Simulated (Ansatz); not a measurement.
# TePb (Fm-3m) in Ansatz: settings compared

One crystal, TePb, is run at these levels: BLYP, r2SCAN; tasks: band structure, single point, equation of state.

Everything below comes from runs of Ansatz 0.2.0. Logs are shortened: lines on timing, memory, paths and dates and some standing lists are left out, and cuts for length are marked.

**The experiment to reproduce.**

A printed reference work, monograph reports, for a bulk crystal of TePb at 4.2 K: band gap 0.19 eV (direct).

The runs below are set against these values where they give the same quantity.

### 1 The structure

The structure is cubic, space group Fm-3m (No. 225). The conventional cell has a = 6.462 Å, b = 6.462 Å, c = 6.462 Å, α = 90.00°, β = 90.00°, γ = 90.00°. Pb (site symmetry m-3m) is surrounded by 6 Te at 3.23 Å. Te (site symmetry m-3m) is surrounded by 6 Pb at 3.23 Å.

### 2 Band structure, BLYP

Contents of input.yaml:

```yaml
crystal:
  lattice:
    - [0.0, 3.231, 3.231]
    - [3.231, 0.0, 3.231]
    - [3.231, 3.231, 0.0]
  atoms:
    - { symbol: Pb, position: [0.0, 0.0, 0.0] }
    - { symbol: Te, position: [0.5, 0.5, 0.5] }
hamiltonian:
  xc: blyp
  pseudopotentials: { kind: paw }
kpoints:
  mp_grid: { grid: [7, 7, 7] }
  band_path:
    path:
      - [[0.0, 0.0, 0.0], [0.5, 0.0, 0.5], [0.5, 0.25, 0.75], [0.375, 0.375, 0.75], [0.0, 0.0, 0.0], [0.5, 0.5, 0.5], [0.625, 0.25, 0.625], [0.5, 0.25, 0.75], [0.5, 0.5, 0.5], [0.375, 0.375, 0.75]]
      - [[0.625, 0.25, 0.625], [0.5, 0.0, 0.5]]
    npoints: 14
scf:
  occupations: { method: fermi_dirac, width: 0.05 }
  n_extra_bands: 6
output:
  forces: true
  stress: true
  eigenvalues: true
  fatbands: false
  write_density: true
  write_potential: true
  elf: true
  volumetric_format: npy
```

Potentials or basis: Ansatz PAW.

Run with:

```sh
> ansatz run input.yaml --threads 2 --pin off --max-ram 5120MiB --backend cpu --events-out ev --progress --plain --runs-dir out
```

The log of the run:

```text
Warning: RAYON_NUM_THREADS=2 ignored (pool sized by the plan → 2); use --threads N
scf.n_extra_bands = 6 over 15 filled bands (N_el = 30.0): the run solves 21 bands
Engine: ansatz 0.2.0, aarch64-unknown-linux-gnu
Pseudopotentials: kind: paw
Pseudopotential: Pb, paw, valence charge 14, recommended cutoff 420 eV (normal), Pb.paw.azcp
Pseudopotential: Te, paw, valence charge 16, recommended cutoff 420 eV (normal), Te.paw.azcp
Functional definition: BLYP
  parameter beta = 0.0042
  parameter a = 0.04918
  parameter b = 0.132
  parameter c = 0.2533
  parameter d = 0.349
  exchange = b88_x(beta = beta)
  correlation = lyp_c(a = a, b = b, c = c, d = d)
Crystal: 2 atoms, lattice volume = 67.459 Å³
Basis set: ecut = 420 eV, 1363 PW (Γ), exchange–correlation on 64×64×64 points (8 copies of the dense FFT grid, shifted against one another)
Bands: 21, of which v1, the nominal top of the filled ones, is band 15 counted from 1 (14 counted from 0)
Symmetry: 48 space group operations
Space group: Fm-3m (ITA 225), of the structure as read, at distance tolerance 4.1e-5 Å
k-points: 20 of 343
Non-local potential: Pb, projectors of the file, l = 0: 2, l = 1: 2, l = 2: 2, l = 3: 2
Non-local potential: Te, projectors of the file, l = 0: 2, l = 1: 2, l = 2: 2, l = 3: 2
PAW form: soft (Blöchl's): semilocal exchange-correlation on the pseudo side does not see the compensation charge
PAW frozen core: Pb, regenerated for the run's functional, and the local potential with it (the file was generated under x = pbe(κ = 0.804, μ = 0.2195149727645171), c = pbe(β = 0.06672455060314922))
PAW frozen core: Te, regenerated for the run's functional, and the local potential with it (the file was generated under x = pbe(κ = 0.804, μ = 0.2195149727645171), c = pbe(β = 0.06672455060314922))
PAW one-centre angular grid: Pb, 590 points (default); XC on 64 Gauss nodes
PAW one-centre angular grid: Te, 590 points (default); XC on 64 Gauss nodes
Initial density: superposition of atomic densities (neutral atoms: chi_scale 0, normalization atom), corrected by the library's trained network
Initial wavefunctions: pseudopotential atomic-orbital guess
Functional: x = b88, c = lyp
SCF iter   1: F=—  HF=-18932.662448 eV  |F-HF|=—  |Δ(HF+E_count)|=         —  Δρ=5.41e-3  dr2=2.43e-2  ethr=1.77e-3  ⟨swp⟩=7.5  Hψ=2303  notcnv=0
preconditioner: auto → none  [insulator: Δε(μ)=1.128 eV  Ē_g=16.403 eV  σ=0.050 eV  W_gap=1.00  n_scr=14 (ndim 8)  ℏωp=20.2 eV  f_vac=0.014  D(μ)=0.00/eV (n_scr^D=0)  ε∞_Penn≈2.5]
SCF iter   2: F=—  HF=-18932.654680 eV  |F-HF|=—  |Δ(HF+E_count)|=   7.77e-3  Δρ=1.92e-3  dr2=2.47e-3  ethr=8.12e-5  ⟨swp⟩=2.2  Hψ=760  notcnv=0  defer=29
SCF iter   3: F=—  HF=-18932.653882 eV  |F-HF|=—  |Δ(HF+E_count)|=   7.98e-4  Δρ=9.07e-4  dr2=5.22e-4  ethr=8.24e-6  ⟨swp⟩=2.0  Hψ=685  notcnv=0  defer=29
SCF iter   4: F=—  HF=-18932.653796 eV  |F-HF|=—  |Δ(HF+E_count)|=   8.59e-5  Δρ=1.03e-4  dr2=5.62e-6  ethr=1.74e-6  ⟨swp⟩=2.5  Hψ=546  notcnv=0  defer=29
SCF iter   5: F=—  HF=-18932.653797 eV  |F-HF|=—  |Δ(HF+E_count)|=   2.70e-7  Δρ=4.58e-5  dr2=8.81e-7  ethr=1.87e-8  ⟨swp⟩=2.5  Hψ=671  notcnv=0  defer=29
SCF iter   6: F=—  HF=-18932.653798 eV  |F-HF|=—  |Δ(HF+E_count)|=   1.30e-6  Δρ=1.32e-5  dr2=1.38e-7  ethr=2.94e-9  ⟨swp⟩=2.0  Hψ=691  notcnv=0  defer=29
SCF iter   7: F=-18932.653798 eV  HF=-18932.653798 eV  |F-HF|=2.92e-9  |Δ(HF+E_count)|=   7.75e-8  Δρ=1.82e-6  dr2=2.54e-9  ethr=3.33e-10  ⟨swp⟩=13.1  Hψ=3189  notcnv=0
SCF 1 converged in 7 iterations: F = -18932.653798 eV  dr2 = 2.54e-9
NSCF: frozen V_eff on 142 k-points
SCF converged after 7 iterations
Free energy (F): -18932.653798 eV
Harris-Foulkes:  -18932.653798 eV  (|F-HF|=2.92e-9)
Internal energy: -18932.653797 eV  (E = F + TS)
E sigma→0 (E₀):  -18932.653797 eV
Entropy (-TS):   -0.000001 eV (-0.001 meV/atom)
Fermi energy:    9.563010 eV
--- Per-component energies (eV) ---
  E_band       = -303.309550
  E_kinetic    = 470.767699
  E_local      = -2385.996406  (includes V_loc(G=0)·N_el)
  E_nonlocal   = 35.328512
  E_hartree    = 1257.703400
  E_xc         = -341.937187
  E_vxc        = -232.340831  (∫ρ·V_xc dr)
  E_paw        = -15115.458512  (= ΣΔE_a)
  E_vpaw       = -706.478263  (= ΣTr[D̂ρ^β])
  E_aug_tail   = -0.000165  (compensation charges beyond the density's cutoff)
  E_ewald      = -2852.919164
  E_core_change = -0.141972  (= ΣΔE_core)
  E_smearing   = -0.000001  (= −TS)
  E_closure    = 0.000000  (closes the sum)
  Σ components = -18932.653798   (vs F -18932.653798, Δ=0.00e0)
--- Forces (eV/Å), atoms counted from 1 ---
  atom   1  Pb    -0.00000000     0.00000000    -0.00000000
  atom   2  Te     0.00000000    -0.00000000    -0.00000000
  max |Σ_I F_I| component: 2.80e-29 eV/Å
--- Stress (GPa, compression-positive) ---
        5.321136       0.000000       0.000000
       -0.000000       5.321136       0.000000
        0.000000       0.000000       5.321136
  P = ⅓ Tr σ = 5.3211 GPa (53.211 kbar)
--- Band table (eV; the first three rows and the last of 20) ---
  k-point 0: bands = ["-26.9168", "-26.9168", "-26.9100", "-26.9100", "-26.9100", "-7.6516", "-7.6516", "-7.6410", "-7.6410", "-7.6410", "-2.9370", "3.3388", "7.7598", "7.7598", "7.7598", "13.1099", "13.1099", "13.1099", "15.1678", "15.1678", "15.1678"]
  k-point 1: bands = ["-26.9168", "-26.9168", "-26.9099", "-26.9099", "-26.9099", "-7.6542", "-7.6542", "-7.6405", "-7.6383", "-7.6383", "-2.7648", "2.8077", "7.8166", "7.8166", "8.0562", "12.2533", "12.4147", "12.4147", "15.0466", "15.5382", "15.5382"]
  k-point 2: bands = ["-26.9167", "-26.9167", "-26.9098", "-26.9097", "-26.9097", "-7.6609", "-7.6609", "-7.6395", "-7.6312", "-7.6312", "-2.2787", "1.6771", "7.9880", "7.9880", "8.5720", "10.9972", "11.2854", "11.2854", "15.6032", "16.5524", "16.5524"]
  k-point 19: bands = ["-26.9169", "-26.9165", "-26.9097", "-26.9095", "-26.9091", "-7.6944", "-7.6545", "-7.6367", "-7.6298", "-7.6173", "-1.1681", "0.9611", "5.3001", "5.9102", "8.4364", "11.0393", "13.8692", "14.6663", "15.3977", "16.5642", "19.6867"]
```

It took 3.2 s on 2 threads of Arm Neoverse V1, shared host; peak memory 0.38 GiB.

What came out:

```
Free energy             : -18932.6538 eV
Pressure                : 5.3 GPa
Band gap along the path : 0.83 eV, direct
```

Levels at the corners of the path, in eV from the Fermi level:
```
point  band 11  band 12  band 13  band 14  band 15  band 16  band 17  band 18  band 19  band 20
    Γ   -12.50    -6.22    -1.80    -1.80    -1.80     3.55     3.55     3.55     5.60     5.60
    X   -10.85    -7.89    -4.85    -3.21    -3.21     3.18     4.92     4.92     6.17     9.94
    W   -10.70    -8.55    -4.15    -4.15    -0.82     1.21     4.88     4.88     6.46     6.46
    K   -10.76    -8.53    -4.48    -2.71    -2.50     3.15     3.28     4.91     5.46     8.61
    Γ   -12.50    -6.22    -1.80    -1.80    -1.80     3.55     3.55     3.55     5.60     5.60
    L   -11.09    -9.12    -1.32    -1.32    -0.45     0.38     0.82     0.82     8.25     9.00
    U   -10.76    -8.53    -4.48    -2.71    -2.50     3.15     3.28     4.91     5.46     8.61
    W   -10.70    -8.55    -4.15    -4.15    -0.82     1.21     4.88     4.88     6.46     6.46
    L   -11.09    -9.12    -1.32    -1.32    -0.45     0.38     0.82     0.82     8.25     9.00
    K   -10.76    -8.53    -4.48    -2.71    -2.50     3.15     3.28     4.91     5.46     8.61
    U   -10.76    -8.53    -4.48    -2.71    -2.50     3.15     3.28     4.91     5.46     8.61
    X   -10.85    -7.89    -4.85    -3.21    -3.21     3.18     4.92     4.92     6.17     9.94
```

Caveat: this odd mesh misses L, where the gap lies, so gap, dielectric constants and Born charges aren't listed; spin-orbit coupling is left out, which moves the levels of the heavy elements; the PAW data sets come from PBE, with cores solved anew for the run's functional, which leaves a small shift of forces and pressure.

### 3 Single point, r2SCAN, 31.71 Å³/atom (volume scaled by 0.94)

Contents of input.yaml:

```yaml
crystal:
  lattice:
    - [0.0, 3.1650427173, 3.1650427173]
    - [3.1650427173, 0.0, 3.1650427173]
    - [3.1650427173, 3.1650427173, 0.0]
  atoms:
    - { symbol: Pb, position: [0.0, 0.0, 0.0] }
    - { symbol: Te, position: [0.5, 0.5, 0.5] }
hamiltonian:
  xc: r2scan
  pseudopotentials: { kind: paw }
kpoints:
  mp_grid: { grid: [7, 7, 7] }
scf:
  occupations: { method: fermi_dirac, width: 0.05 }
output:
  forces: true
  stress: true
  eigenvalues: true
  write_density: true
  write_potential: true
  elf: true
  volumetric_format: npy
```

Potentials or basis: Ansatz PAW.

Run with:

```sh
> ansatz run input.yaml --threads 2 --pin off --max-ram 5120MiB --backend cpu --events-out ev --progress --plain --runs-dir out
```

Wall time 3.1 s (2 threads of Arm Neoverse V1, shared host); peak memory 0.53 GiB.

It converged, with:

```yaml
Free_energy: -18916.5971 eV
Pressure: 5.0 GPa
```

Caveat: this odd mesh misses L, where the gap lies, so gap, dielectric constants and Born charges aren't listed; the PAW data sets come from PBE, with cores solved anew for the run's functional, which leaves a small shift of forces and pressure.

### 4 Single point, r2SCAN, 32.38 Å³/atom (volume scaled by 0.96)

Contents of input.yaml:

```yaml
crystal:
  lattice:
    - [0.0, 3.1873324849, 3.1873324849]
    - [3.1873324849, 0.0, 3.1873324849]
    - [3.1873324849, 3.1873324849, 0.0]
  atoms:
    - { symbol: Pb, position: [0.0, 0.0, 0.0] }
    - { symbol: Te, position: [0.5, 0.5, 0.5] }
hamiltonian:
  xc: r2scan
  pseudopotentials: { kind: paw }
kpoints:
  mp_grid: { grid: [7, 7, 7] }
scf:
  occupations: { method: fermi_dirac, width: 0.05 }
output:
  forces: true
  stress: true
  eigenvalues: true
```

Run with:

```sh
> ansatz run input.yaml --threads 2 --pin off --max-ram 5120MiB --backend cpu --events-out ev --progress --plain --runs-dir out
```

It took 2.5 s on 2 threads of Arm Neoverse V1, shared host; peak memory 0.53 GiB.

Results (log left out):

```
Free energy : -18916.6335 eV
Pressure    : 3.7 GPa
```

Caveat: this odd mesh misses L, where the gap lies, so gap, dielectric constants and Born charges aren't listed; the PAW data sets come from PBE, with cores solved anew for the run's functional, which leaves a small shift of forces and pressure.

### 5 Single point, r2SCAN, 33.05 Å³/atom (volume scaled by 0.98)

input.yaml, as its differences from that of step 4:

```diff
@@ -2,5 +2,5 @@
   lattice:
-    - [0.0, 3.1873324849, 3.1873324849]
-    - [3.1873324849, 0.0, 3.1873324849]
-    - [3.1873324849, 3.1873324849, 0.0]
+    - [0.0, 3.2093147829, 3.2093147829]
+    - [3.2093147829, 0.0, 3.2093147829]
+    - [3.2093147829, 3.2093147829, 0.0]
   atoms:
@@ -19 +19,5 @@
   eigenvalues: true
+  write_density: true
+  write_potential: true
+  elf: true
+  volumetric_format: npy
```

Run with:

```sh
> ansatz run input.yaml --threads 2 --pin off --max-ram 5120MiB --backend cpu --events-out ev --progress --plain --runs-dir out
```

It took 3.2 s on 2 threads of Arm Neoverse V1, shared host; peak memory 0.53 GiB.

It converged, with:

- Free energy: -18916.6597 eV
- Pressure: 2.6 GPa

Caveat: this odd mesh misses L, where the gap lies, so gap, dielectric constants and Born charges aren't listed; the PAW data sets come from PBE, with cores solved anew for the run's functional, which leaves a small shift of forces and pressure.

### 6 Single point, r2SCAN, 33.73 Å³/atom

Contents of input.yaml:

```yaml
crystal:
  lattice:
    - [0.0, 3.231, 3.231]
    - [3.231, 0.0, 3.231]
    - [3.231, 3.231, 0.0]
  atoms:
    - { symbol: Pb, position: [0.0, 0.0, 0.0] }
    - { symbol: Te, position: [0.5, 0.5, 0.5] }
hamiltonian:
  xc: r2scan
  pseudopotentials: { kind: paw }
kpoints:
  mp_grid: { grid: [7, 7, 7] }
scf:
  occupations: { method: fermi_dirac, width: 0.05 }
output:
  forces: true
  stress: true
  eigenvalues: true
```

Potentials or basis: Ansatz PAW.

Run with:

```sh
> ansatz run input.yaml --threads 2 --pin off --max-ram 5120MiB --backend cpu --events-out ev --progress --plain --runs-dir out
```

Run time: 2.6 s. Hardware: 2 threads of Arm Neoverse V1, shared host; peak memory 0.53 GiB.

Results (log left out):

```
Free energy : -18916.6768 eV
Pressure    : 1.5 GPa
```

Caveat: this odd mesh misses L, where the gap lies, so gap, dielectric constants and Born charges aren't listed; the PAW data sets come from PBE, with cores solved anew for the run's functional, which leaves a small shift of forces and pressure.

### 7 Single point, r2SCAN, 34.40 Å³/atom (volume scaled by 1.02)

input.yaml, as its differences from that of step 6:

```diff
@@ -2,5 +2,5 @@
   lattice:
-    - [0.0, 3.231, 3.231]
-    - [3.231, 0.0, 3.231]
-    - [3.231, 3.231, 0.0]
+    - [0.0, 3.2523979746, 3.2523979746]
+    - [3.2523979746, 0.0, 3.2523979746]
+    - [3.2523979746, 3.2523979746, 0.0]
   atoms:
```

Run with:

```sh
> ansatz run input.yaml --threads 2 --pin off --max-ram 5120MiB --backend cpu --events-out ev --progress --plain --runs-dir out
```

It took 2.8 s on 2 threads of Arm Neoverse V1, shared host; peak memory 0.54 GiB.

The run converged. Its results:

| Property | Result |
| --- | --- |
| Free energy | -18916.6856 eV |
| Pressure | 0.6 GPa |

Caveat: this odd mesh misses L, where the gap lies, so gap, dielectric constants and Born charges aren't listed; the PAW data sets come from PBE, with cores solved anew for the run's functional, which leaves a small shift of forces and pressure.

### 8 Single point, r2SCAN, 35.08 Å³/atom (volume scaled by 1.04)

input.yaml, as its differences from that of step 7:

```diff
@@ -2,5 +2,5 @@
   lattice:
-    - [0.0, 3.2523979746, 3.2523979746]
-    - [3.2523979746, 0.0, 3.2523979746]
-    - [3.2523979746, 3.2523979746, 0.0]
+    - [0.0, 3.2735180337, 3.2735180337]
+    - [3.2735180337, 0.0, 3.2735180337]
+    - [3.2735180337, 3.2735180337, 0.0]
   atoms:
@@ -19 +19,5 @@
   eigenvalues: true
+  write_density: true
+  write_potential: true
+  elf: true
+  volumetric_format: npy
```

Run with:

```sh
> ansatz run input.yaml --threads 2 --pin off --max-ram 5120MiB --backend cpu --events-out ev --progress --plain --runs-dir out
```

It took 3.4 s on 2 threads of Arm Neoverse V1, shared host; peak memory 0.54 GiB.

The run converged. Its results:

```
Free energy : -18916.6870 eV
Pressure    : -0.2 GPa
```

Caveat: this odd mesh misses L, where the gap lies, so gap, dielectric constants and Born charges aren't listed; the PAW data sets come from PBE, with cores solved anew for the run's functional, which leaves a small shift of forces and pressure.

### 9 Single point, r2SCAN, 35.75 Å³/atom (volume scaled by 1.06)

Contents of input.yaml:

```yaml
crystal:
  lattice:
    - [0.0, 3.2943690292, 3.2943690292]
    - [3.2943690292, 0.0, 3.2943690292]
    - [3.2943690292, 3.2943690292, 0.0]
  atoms:
    - { symbol: Pb, position: [0.0, 0.0, 0.0] }
    - { symbol: Te, position: [0.5, 0.5, 0.5] }
hamiltonian:
  xc: r2scan
  pseudopotentials: { kind: paw }
kpoints:
  mp_grid: { grid: [7, 7, 7] }
scf:
  occupations: { method: fermi_dirac, width: 0.05 }
output:
  forces: true
  stress: true
  eigenvalues: true
```

Potentials or basis: Ansatz PAW.

Run with:

```sh
> ansatz run input.yaml --threads 2 --pin off --max-ram 5120MiB --backend cpu --events-out ev --progress --plain --runs-dir out
```

Wall time 2.6 s (2 threads of Arm Neoverse V1, shared host); peak memory 0.54 GiB.

The run converged. Its results:

```yaml
Free_energy: -18916.6818 eV
Pressure: -1.0 GPa
```

Caveat: this odd mesh misses L, where the gap lies, so gap, dielectric constants and Born charges aren't listed; the PAW data sets come from PBE, with cores solved anew for the run's functional, which leaves a small shift of forces and pressure.

### 10 Equation of state, r2SCAN

This step only gathers the single runs of the series.

Results:

```yaml
Equilibrium_volume: 34.88 Å³/atom
Bulk_modulus: 42 GPa
Pressure_derivative_of_the_bulk_modulus: 4.4
```

Energy against volume, from the lowest point:
```csv
volume (Å³/atom),energy (meV/atom)
31.706,44.97
32.380,26.77
33.055,13.67
33.730,5.14
34.404,0.72
35.079,0.00
35.753,2.61
```

Caveat: this odd mesh misses L, where the gap lies, so gap, dielectric constants and Born charges aren't listed; the PAW data sets were made with another functional, which shifts forces and pressure a little.

### 11 How close it comes

Step 2. A measured gap of TePb is 0.19 eV (direct; 4.2 K; a printed reference work, monograph); the calculated 0.83 eV misses it by +0.64 eV. Spin-orbit coupling on Pb, Te is left out. The value is that of BLYP, without temperature or zero-point motion.
